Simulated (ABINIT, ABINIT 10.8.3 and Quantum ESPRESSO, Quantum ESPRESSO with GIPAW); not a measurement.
# KBr in space group Pm-3m: GIPAW and the converse approach side by side

Wanted: shieldings of KBr in space group Pm-3m from two unrelated programs, to see how far they agree and what the ZORA terms of the valence add.

Calculated with ABINIT 10.8.3 and Quantum ESPRESSO with GIPAW; DFT, plane-wave PAW; levels as the steps name them.

### Step 1. The structure

Symmetry: Pm-3m, No. 221, cubic system. The conventional cell has a = 4.043 Å, b = 4.043 Å, c = 4.043 Å, α = 90.00°, β = 90.00°, γ = 90.00°. Nearest to Br lie 8 K at 3.50 Å. K has 8 Br at 3.50 Å nearest. Farther neighbours and most contacts between anions are not listed.

### Step 2. GIPAW: ground state

The first road is linear response to a uniform field, which keeps the symmetry and yields every site at once.

A patched development version of Quantum ESPRESSO; PAW files made with ld1.x from the pslibrary 1.0.0 recipes.

scf.in

```
&control
  calculation = 'scf'
  prefix = 'x'
  outdir = './tmp/'
  pseudo_dir = './'
/
&system
  ibrav = 0
  nat = 2
  ntyp = 2
  ecutwfc = 65
  ecutrho = 390
  nbnd = 15
/
&electrons
  conv_thr = 1.0d-10
  mixing_beta = 0.7
  electron_maxstep = 100
/
ATOMIC_SPECIES
  Br 79.904 Br.pbe-dn-kjpaw_psl.1.0.0-gipaw.UPF
  K 39.098 K.pbe-spn-kjpaw_psl.1.0.0-gipaw.UPF
CELL_PARAMETERS angstrom
  4.04349900 0.00000000 0.00000000
  0.00000000 4.04349900 0.00000000
  0.00000000 0.00000000 4.04349900
ATOMIC_POSITIONS crystal
  Br 0.50000000 0.50000000 0.50000000
  K 0.00000000 0.00000000 0.00000000
K_POINTS automatic
  4 4 4 0 0 0
```

Run with:

```console
> mpirun -np 4 pw.x -nk 4 -in scf.in > scf.out
```

Numbers of over 12 decimals in the logs are rounded to 6 here.

The log of the run:

```text
[...]
as large as its charge; the limit is 4.5
     Functions over the limit replaced by smooth ones with the moment of the charge, as mend_augmentation asks: 1
     This moves results (see INPUT_PW). Waves and levels in the save fit builds from 8.0dev_s219 on
     using ibrav=0 with symmetry is DISCOURAGED, use correct ibrav instead

     bravais-lattice index     =            0
     lattice parameter (alat)  =       7.6411  a.u.
     unit-cell volume          =     446.1374 (a.u.)^3
     number of atoms/cell      =            2
     number of atomic types    =            2
     number of electrons       =        26.00
     number of Kohn-Sham states=           15
     kinetic-energy cutoff     =      65.0000  Ry
     charge density cutoff     =     390.0000  Ry
     scf convergence threshold =      1.0E-10
     mixing beta               =       0.7000
     number of iterations used =            8  plain     mixing
     Exchange-correlation= SLA-PW-PBX-PBC
                           (   1   4   3   4   0   0   0)
[...]
Br               17.00    79.90400     Br( 1.00)
     K                 9.00    39.09800     K ( 1.00)

     48 Sym. Ops., with inversion, found
[...]
number of k points=    10
[...]
Dense  grid:    57777 G-vectors     FFT dimensions: (  50,  50,  50)

     Smooth grid:    31463 G-vectors     FFT dimensions: (  40,  40,  40)

     Check: negative core charge=   -0.000001

     Initial potential from superposition of free atoms

     starting charge      25.9812, renormalised to      26.0000
     Starting wfcs are   17 randomized atomic wfcs

     Self-consistent Calculation

     iteration #  1     ecut=    65.00 Ry     beta= 0.70
     Davidson diagonalization with overlap
     ethr =  1.00E-02,  avg # of iterations =  4.9

     Threshold (ethr) on eigenvalues was too large:
     Diagonalizing with lowered threshold

     Davidson diagonalization with overlap
     ethr =  1.87E-04,  avg # of iterations =  3.6

     total energy              =    -564.12474721 Ry
     estimated scf accuracy    <       0.04185803 Ry

     iteration #  2     ecut=    65.00 Ry     beta= 0.70
     Davidson diagonalization with overlap
     ethr =  1.61E-04,  avg # of iterations =  4.4

     total energy              =    -564.13553687 Ry
     estimated scf accuracy    <       0.00866373 Ry

     iteration #  3     ecut=    65.00 Ry     beta= 0.70
[...]
total energy              =    -564.13755971 Ry
     estimated scf accuracy    <       0.00020261 Ry

[...]
total energy              =    -564.13761579 Ry
[...]
iteration #  8     ecut=    65.00 Ry     beta= 0.70
     Davidson diagonalization with overlap
     ethr =  5.43E-12,  avg # of iterations =  3.3

     total energy              =    -564.13761579 Ry
     estimated scf accuracy    <          4.5E-10 Ry

     iteration #  9     ecut=    65.00 Ry     beta= 0.70
     Davidson diagonalization with overlap
     ethr =  1.73E-12,  avg # of iterations =  2.0

     The highest empty levels of an scf can be off by 1 eV or more

     End of self-consistent calculation
     [one-electron energies left out]

     highest occupied, lowest unoccupied level (ev):     2.9319    6.7928

!    total energy              =    -564.13761579 Ry
     total all-electron energy =     -6417.436245 Ry
     estimated scf accuracy    <          9.9E-13 Ry

     The total energy is the sum of the following terms:
     one-electron contribution =    -302.04664629 Ry
     hartree contribution      =     148.44830821 Ry
     xc contribution           =     -41.86631522 Ry
     ewald contribution        =    -169.50327949 Ry
     one-center paw contrib.   =    -199.16968300 Ry

     convergence has been achieved in   9 iterations
[...]
JOB DONE.
```

Wall time 6.7 s (4 MPI ranks of Arm Neoverse V2, shared host); peak memory 0.47 GiB.

### Step 3. GIPAW: response

nmr.in

```
&inputgipaw
  job = 'nmr'
  prefix = 'x'
  tmp_dir = './tmp/'
  restart_mode = 'from_scratch'
  verbosity = 'low'
  q_gipaw = 0.01
  spline_ps = .true.
  conv_threshold = 1.0d-14
  use_nmr_macroscopic_shape = .false.
  pawproj(1) = .true.
  pawproj(2) = .true.
/
```

Run with:

```console
> mpirun -np 4 gipaw.x -in nmr.in > nmr.out
```

The log of the run:

```text
[banner, memory and clock lines left out]
[a note of our patched build left out]

     Parallelizing q-star over 1 images

     IMPORTANT: XC functional enforced from input :
     Exchange-correlation= PBE
                           (   1   4   3   4   0   0   0)
     Any further DFT definition will be discarded
     Please, verify this is what you really want

     In Br.pbe-dn-kjpaw_psl.1.0.0-gipaw.UPF the largest augmentation function (projectors 1 and 2, L = 0) is 11.1 times
     as large as its charge; the limit is 4.5
     Functions over the limit replaced by smooth ones with the moment of the charge, as in the saved run: 1

     Check: negative core charge=   -0.000001
[...]
projs nearly linearly dependent: l=0  n1,n2= 1, 2  s=  0.99585241
[...]
alpha_pv=    117.0981 eV

     spline_ps is .false., expect some extrapolation errors

     q-space interpolation up to    78.00 Rydberg

     GIPAW job: nmr
     NMR macroscopic correction: no
[...]
Computing the magnetic susceptibility     isolve=0    ethr=  0.1000E-13
     Starting from scratch
     k-point #    1 of    10      pool #  1    cpu time:       0.8
[...]
ATTENTION: ik=   3  ibnd= 15  eigenvalues differ too much!
        10.5818     10.1044
     ATTENTION: ik=   3  ibnd= 15  eigenvalues differ too much!
        10.5818     10.1041
     ATTENTION: ik=   3  ibnd= 15  eigenvalues differ too much!
        10.5818     10.1041
     ATTENTION: ik=   3  ibnd= 15  eigenvalues differ too much!
        10.5818     10.1041
     ATTENTION: ik=   3  ibnd= 15  eigenvalues differ too much!
        10.5818     10.1041
     ATTENTION: ik=   3  ibnd= 15  eigenvalues differ too much!
        10.5818     10.1000
     ATTENTION: ik=   3  ibnd= 15  eigenvalues differ too much!
        10.5818     10.1000
[...]
c_bands:  1 eigenvalues not converged
     c_bands:  2 eigenvalues not converged
     c_bands:  2 eigenvalues not converged
[...]
End of magnetic susceptibility calculation

     f-sum rule (1st term):
           -19.1226          0.0000          0.0000
             0.0000        -19.1226          0.0000
             0.0000          0.0000        -19.1226

     f-sum rule (2nd term):
            -0.1308          0.0000          0.0000
             0.0000         -0.1308          0.0000
             0.0000          0.0000         -0.1308

     f-sum rule (should be   -19.2029):
           -19.2535          0.0000          0.0000
             0.0000        -19.2535          0.0000
             0.0000          0.0000        -19.2535

[... susceptibilities left out ...]
     Contributions to the NMR chemical shifts: -------------------------------

     Macroscopic shape contribution in ppm:                    0.00
             0.0000          0.0000          0.0000
             0.0000          0.0000          0.0000
             0.0000          0.0000          0.0000

     Core contribution in ppm:

     Atom  1  Br  pos: (  0.500000  0.500000  0.500000)  core sigma:        2721.38
     Atom  2  K   pos: (  0.000000  0.000000  0.000000)  core sigma:        1193.41

     Bare contribution in ppm:

     Atom  1  Br  pos: (  0.500000  0.500000  0.500000)  bare sigma:          99.60
[...]
Atom  2  K   pos: (  0.000000  0.000000  0.000000)  bare sigma:         117.77
[...]
Diamagnetic contribution in ppm:

     Atom  1  Br  pos: (  0.500000  0.500000  0.500000)  dia sigma:         341.11
[...]
Atom  2  K   pos: (  0.000000  0.000000  0.000000)  dia sigma:          -4.09
[...]
Paramagnetic contribution in ppm:

     Atom  1  Br  pos: (  0.500000  0.500000  0.500000)  para sigma:        -147.81
[...]
Atom  2  K   pos: (  0.000000  0.000000  0.000000)  para sigma:        -248.51
[...]
Paramagnetic US occ-occ contribution in ppm:

     Atom  1  Br  pos: (  0.500000  0.500000  0.500000)  para_oo sigma:           0.35
[...]
Atom  2  K   pos: (  0.000000  0.000000  0.000000)  para_oo sigma:          -0.16
[...]
Paramagnetic US L_R Q_R contribution in ppm:

     Atom  1  Br  pos: (  0.500000  0.500000  0.500000)  para_lq sigma:        -536.59
[...]
Atom  2  K   pos: (  0.000000  0.000000  0.000000)  para_lq sigma:         113.56
[...]
Total NMR chemical shifts in ppm: ---------------------------------------
     (adopting the Simpson convention for anisotropy and asymmetry)-----------

     Atom  1  Br  pos: (  0.500000  0.500000  0.500000)  Total sigma:        2478.03
[...]
Br      1    anisotropy:      0.00    eta:    0.0000
[...]
Atom  2  K   pos: (  0.000000  0.000000  0.000000)  Total sigma:        1171.98
[...]
K       2    anisotropy:     -0.00    eta:    0.0000
[...]
```

Run time: 48 s. Hardware: 4 MPI ranks; peak memory 0.35 GiB; 3.2 min of CPU time.

(Continued in part 2 of 2.)

[Banner, clock, file and dataset-listing lines were taken out of the logs.]

[Logs are printed without paths, hosts, clocks, repeated set-up lines and the standing remarks that a program may print on its own settings, such as how far it seeks lower states.]

[Hosts, paths, dates, database ids (printed as entryN), source tags and the programs' standing remarks are cut or masked in the printed files.]
